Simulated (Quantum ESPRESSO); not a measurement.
# I (I4/mmm) in Quantum ESPRESSO: reference runs

How does I come out in PBE? The cell is run as given and disturbed, and energy against volume gives the equilibrium volume and stiffness.

Everything below comes from runs of Quantum ESPRESSO 7.5. Logs are shortened: lines on timing, memory, paths and dates and some standing lists are left out, and cuts for length are marked.

## Step 1: The structure

The structure is tetragonal, space group I4/mmm (No. 139). The conventional cell has a = 3.235 Å, b = 3.235 Å, c = 8.530 Å, α = 90.00°, β = 90.00°, γ = 90.00°. I (site symmetry 4/mmm) is surrounded by 4 I at 3.23 Å.

## Step 2: Single point, PBE

Input file pw.in:

```
&CONTROL
  calculation = 'scf'
  prefix = 'pwscf'
  outdir = './tmp'
  pseudo_dir = './pseudo'
  tprnfor = .true.
  tstress = .true.
  disk_io = 'nowf'
/
&SYSTEM
  ibrav = 0
  nat = 1
  ntyp = 1
  ecutwfc = 55
  ecutrho = 440
  nbnd = 9
  occupations = 'smearing'
  smearing = 'fd'
  degauss = 0.00367493
/
&ELECTRONS
  conv_thr = 2d-10
  electron_maxstep = 120
  mixing_beta = 0.5
/
ATOMIC_SPECIES
I    126.9045 I.pbe-n-kjpaw_psl.0.2.UPF
CELL_PARAMETERS angstrom
  -1.6174560000    1.6174560000    4.2648080000
   1.6174560000   -1.6174560000    4.2648080000
   1.6174560000    1.6174560000   -4.2648080000
ATOMIC_POSITIONS crystal
I      0.0000000000    0.0000000000    0.0000000000
K_POINTS automatic
11 11 11 0 0 0
```

Potentials or basis: SSSP 1.3 efficiency PBE.

Command:

```
> OMP_NUM_THREADS=1 pw.x -in pw.in > pw.out
```

pw.out:

```text
This program is part of the open-source Quantum ESPRESSO suite
     for quantum simulation of materials; please cite
[... 9 lines left out ...]
     --------------------
     sticks:   dense  smooth     PW     G-vecs:    dense   smooth      PW
     Sum        2429    1215    395                46973    16595    3057

     Using Slab Decomposition

     bravais-lattice index     =            0
     lattice parameter (alat)  =       9.1454  a.u.
     unit-cell volume          =     301.1765 (a.u.)^3
     number of atoms/cell      =            1
     number of atomic types    =            1
     number of electrons       =         7.00
     number of Kohn-Sham states=            9
     kinetic-energy cutoff     =      55.0000  Ry
     charge density cutoff     =     440.0000  Ry
     scf convergence threshold =      2.0E-10
     mixing beta               =       0.5000
     number of iterations used =            8  plain     mixing
     Exchange-correlation= SLA  PW   PBX  PBC
                           (   1   4   3   4   0   0   0)

     celldm(1)=   9.145360  celldm(2)=   0.000000  celldm(3)=   0.000000
     celldm(4)=   0.000000  celldm(5)=   0.000000  celldm(6)=   0.000000

     crystal axes: (cart. coord. in units of alat)
               a(1) = (  -0.334219   0.334219   0.881247 )
               a(2) = (   0.334219  -0.334219   0.881247 )
               a(3) = (   0.334219   0.334219  -0.881247 )

     reciprocal axes: (cart. coord. in units 2 pi/alat)
               b(1) = ( -0.000000  1.496027  0.567378 )
               b(2) = (  1.496027 -0.000000  0.567378 )
               b(3) = (  1.496027  1.496027  0.000000 )

     PseudoPot. # 1 for I  read from file:
     I.pbe-n-kjpaw_psl.0.2.UPF
     Pseudo is Projector augmented-wave + core cor, Zval =  7.0
     Generated using "atomic" code by A. Dal Corso  v.5.0.99 svn rev. 10869
     Shape of augmentation charge: PSQ
     Using radial grid of 1247 points,  4 beta functions with:
                l(1) =   0
                l(2) =   0
                l(3) =   1
                l(4) =   1
     Q(r) pseudized with 0 coefficients

     atomic species   valence    mass     pseudopotential
     I                 7.00   126.90450     I ( 1.00)

     16 Sym. Ops., with inversion, found

   Cartesian axes

     site n.     atom                  positions (alat units)
         1        I      tau(   1) = (   0.0000000   0.0000000   0.0000000  )

     number of k points=   126  Fermi-Dirac smearing, width (Ry)=  0.0037

     Number of k-points >= 100: set verbosity='high' to print them.

     Dense  grid:    46973 G-vectors     FFT dimensions: (  64,  64,  64)

     Smooth grid:    16595 G-vectors     FFT dimensions: (  45,  45,  45)

     Initial potential from superposition of free atoms

     starting charge       6.9999, renormalised to       7.0000
     Starting wfcs are    4 randomized atomic wfcs +    5 random wfcs

     Self-consistent Calculation

     iteration #  1     ecut=    55.00 Ry     beta= 0.50
     Davidson diagonalization with overlap
     ethr =  1.00E-02,  avg # of iterations =  6.4

     Threshold (ethr) on eigenvalues was too large:
     Diagonalizing with lowered threshold

     Davidson diagonalization with overlap
     ethr =  9.17E-05,  avg # of iterations =  3.2

     total energy              =    -378.90596821 Ry
     estimated scf accuracy    <       0.00639538 Ry

     iteration #  2     ecut=    55.00 Ry     beta= 0.50
     Davidson diagonalization with overlap
     ethr =  9.14E-05,  avg # of iterations =  1.0

     total energy              =    -378.90605146 Ry
     estimated scf accuracy    <       0.00078606 Ry

     iteration #  3     ecut=    55.00 Ry     beta= 0.50
     Davidson diagonalization with overlap
     ethr =  1.12E-05,  avg # of iterations =  2.7

     total energy              =    -378.90614883 Ry
     estimated scf accuracy    <       0.00001743 Ry

     iteration #  4     ecut=    55.00 Ry     beta= 0.50
     Davidson diagonalization with overlap
     ethr =  2.49E-07,  avg # of iterations =  2.5

     total energy              =    -378.90615053 Ry
     estimated scf accuracy    <       0.00000055 Ry

     iteration #  5     ecut=    55.00 Ry     beta= 0.50
     Davidson diagonalization with overlap
     ethr =  7.83E-09,  avg # of iterations =  2.2

     total energy              =    -378.90615066 Ry
     estimated scf accuracy    <       0.00000001 Ry

     iteration #  6     ecut=    55.00 Ry     beta= 0.50
     Davidson diagonalization with overlap
     ethr =  1.48E-10,  avg # of iterations =  3.7

     total energy              =    -378.90615067 Ry
     estimated scf accuracy    <          3.3E-10 Ry

     iteration #  7     ecut=    55.00 Ry     beta= 0.50
     Davidson diagonalization with overlap
     ethr =  4.70E-12,  avg # of iterations =  2.3

     End of self-consistent calculation

     Number of k-points >= 100: set verbosity='high' to print the bands.

     the Fermi energy is     3.0404 ev

!    total energy              =    -378.90615067 Ry
     total all-electron energy =    -14232.903596 Ry
     estimated scf accuracy    <          1.8E-11 Ry
     smearing contrib. (-TS)   =      -0.00045532 Ry
     internal energy E=F+TS    =    -378.90569535 Ry

     The total energy is F=E-TS. E is the sum of the following terms:
     one-electron contribution =       0.47871035 Ry
     hartree contribution      =       3.01209397 Ry
     xc contribution           =     -41.66085890 Ry
     ewald contribution        =     -20.21244700 Ry
     one-center paw contrib.   =    -320.52319377 Ry

     convergence has been achieved in   7 iterations

     Forces acting on atoms (cartesian axes, Ry/au):

     atom    1 type  1   force =     0.00000000    0.00000000    0.00000000

     Total force =     0.000000     Total SCF correction =     0.000000

     Computing stress (Cartesian axis) and pressure

          total   stress  (Ry/bohr**3)                   (kbar)     P=       -0.09
  -0.00000527  -0.00000000  -0.00000000           -0.77       -0.00       -0.00
   0.00000000  -0.00000527  -0.00000000            0.00       -0.77       -0.00
  -0.00000000  -0.00000000   0.00000869           -0.00       -0.00        1.28

=------------------------------------------------------------------------------=
   JOB DONE.
=------------------------------------------------------------------------------=
```

Run time: 59 s. Hardware: 1 thread of Arm Neoverse V1, shared host; peak memory 0.12 GiB.

What came out:

- Free energy: -5155.2808 eV
- Pressure: 0.0 GPa
- Band gap on the k mesh: none (metal or under the smearing width)

Levels at points of the mesh, in eV from the Fermi level:
| k point | band 1 | band 2 | band 3 | band 4 | band 5 | band 6 |
| --- | --- | --- | --- | --- | --- | --- |
| (0.00, 0.00, 0.00) | -13.80 | -2.33 | 0.80 | 0.80 | 4.16 | 7.22 |

Caveat: an odd number of electrons without spin polarisation forces a metal; a magnetic or distorted state may lie lower. Spin-orbit coupling is left out, which matters for the levels of I.

## Step 3: Single point, PBE (cell strained at random at fixed volume)

Edit pw.in of step 2 so:

```diff
@@ -28,7 +28,7 @@
 CELL_PARAMETERS angstrom
-  -1.6174560000    1.6174560000    4.2648080000
-   1.6174560000   -1.6174560000    4.2648080000
-   1.6174560000    1.6174560000   -4.2648080000
+  -1.5899450000    1.6320630000    4.2366870000
+   1.6842080000   -1.6402030000    4.2755240000
+   1.5553370000    1.6055950000   -4.2397740000
 ATOMIC_POSITIONS crystal
-I      0.0000000000    0.0000000000    0.0000000000
+I      0.0027500000    0.0116350000    0.0153920000
 K_POINTS automatic
```

Potentials or basis: SSSP 1.3 efficiency PBE.

Command:

```
> OMP_NUM_THREADS=1 pw.x -in pw.in > pw.out
```

Wall time 5 min (1 thread of Arm Neoverse V1, shared host); peak memory 0.27 GiB.

Results (log left out):

* Free energy: -5155.2806 eV
* Pressure: -0.1 GPa
* Band gap on the k mesh: none (metal or under the smearing width)

Stress tensor (GPa, compression positive):
```
-0.14 -0.01 -0.03
-0.01 -0.26  0.00
-0.03  0.00  0.14
```

Levels at points of the mesh, in eV from the Fermi level:
| k point | band 1 | band 2 | band 3 | band 4 | band 5 | band 6 | band 7 | band 8 |
| --- | --- | --- | --- | --- | --- | --- | --- | --- |
| (0.00, 0.00, 0.00) | -13.78 | -2.30 | 0.76 | 0.84 | 4.18 | 7.24 | 7.94 | 12.61 |

Caveat: an odd number of electrons without spin polarisation forces a metal; a magnetic or distorted state may lie lower.

## Step 4: Single point, PBE, 41.95 Å³/atom

Edit pw.in of step 3 so:

```diff
@@ -28,7 +28,7 @@
 CELL_PARAMETERS angstrom
-  -1.5899450000    1.6320630000    4.2366870000
-   1.6842080000   -1.6402030000    4.2755240000
-   1.5553370000    1.6055950000   -4.2397740000
+  -1.5844374291    1.5844374291    4.1777466731
+   1.5844374291   -1.5844374291    4.1777466731
+   1.5844374291    1.5844374291   -4.1777466731
 ATOMIC_POSITIONS crystal
-I      0.0027500000    0.0116350000    0.0153920000
+I      0.0000000000    0.0000000000    0.0000000000
 K_POINTS automatic
```

Command:

```
> OMP_NUM_THREADS=1 pw.x -in pw.in > pw.out
```

It took 57 s on 1 thread of Arm Neoverse V1, shared host; peak memory 0.11 GiB.

The run converged. Its results:

```yaml
Free_energy: -5155.2677 eV
Pressure: 1.6 GPa
Band_gap_on_the_k_mesh: none (metal or under the smearing width)
```

Caveat: an odd number of electrons without spin polarisation forces a metal; a magnetic or distorted state may lie lower.

(Part 1 of 2 ends here.)
